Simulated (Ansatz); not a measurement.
One element of this relaxed crystal is hidden as X:

```
cell (Å)
  0.000 2.670 2.670
  2.670 0.000 2.670
  2.670 2.670 0.000
  Cd 0.0000 0.0000 0.0000
  X 0.5000 0.5000 0.5000
```

All-electron LAPW in Ansatz 0.2.0 under LDA, scalar-relativistic and without spin polarisation, finds it within 0.03 GPa of zero pressure, with a formation energy of -0.57 eV/atom from the elements, no gap. The structure needn't be the ground state.

**Question.** Which element is X?

**Answer.** S, which makes the crystal CdS. Neighbours weren't tried against these numbers.
